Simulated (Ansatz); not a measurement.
# Hg (bcc type) under strong compression

```
CELL_PARAMETERS angstrom
-1.93778 1.93778 1.93778
1.93778 -1.93778 1.93778
1.93778 1.93778 -1.93778
ATOMIC_POSITIONS crystal
Hg 0.00000 0.00000 0.00000
```

The cell comes from a relaxation on PAW files under the same functional, begun from a prototype that needn't be the stable phase.

Its volume is scaled at fixed shape and fractional positions.

All numbers are PBE results (scalar-relativistic) from Ansatz 0.2.0, with a Γ-centred 14×14×14 k mesh, Fermi–Dirac smearing of 0.1 eV, no spin polarisation. Methods: LAPW: all electrons, basis error target 1 meV/atom; PAW: frozen-core files, cutoff 420 eV; crystal datasets: all electrons, by PAW datasets that the program makes for each cell; norm-conserving: pseudopotentials, cutoff 898 eV; PAW (core large): files with a larger core, cutoff 420 eV.

Energies are extrapolated to zero smearing and count from the unscaled cell; pressure is positive in compression; gaps take the mesh and a band path. No temperature or zero-point motion is included.

Spin–orbit coupling is left out, which matters for the heavy atoms. The structure type is held throughout; the real material can change phase at far lower pressure.

```csv
V/V0,V (Å³/atom),P LAPW (GPa),ΔE LAPW (eV/atom),P PAW − LAPW (GPa),ΔE PAW − LAPW (meV/atom)
1.00,29.11,0.00,0.000,0.01,0.0
0.95,27.65,0.72,0.003,0.01,0.1
0.85,24.74,3.44,0.038,0.01,0.4
0.75,21.83,10.21,0.154,0.02,0.7
0.65,18.92,?,0.469,0.04,1.3
0.55,16.01,67.6,1.271,0.07,2.3
0.45,13.10,175.7,3.314,0.00,3.3
0.40,11.64,291.6,5.387,-0.06,3.1
```

Give the missing entry: row "0.65", column "P LAPW (GPa)".

26.8.

Fit the Vinet equation to the LAPW pressures over the whole range, with residuals weighted by 1/(|P| + 0.03·Pmax).

V0 = 28.94 Å³/atom, B0 = 12.2 GPa and B0′ = 8.18, and the fit misses no point by more than 2.4 GPa. A fit over so wide a range pins B0 less well than one near rest.

At the smallest volume, how far do crystal datasets and norm-conserving and PAW (core large) lie from LAPW in pressure?

crystal datasets: 0.00 GPa; norm-conserving: +1.12 GPa; PAW (core large): +0.74 GPa, on a LAPW pressure of 291.6 GPa.
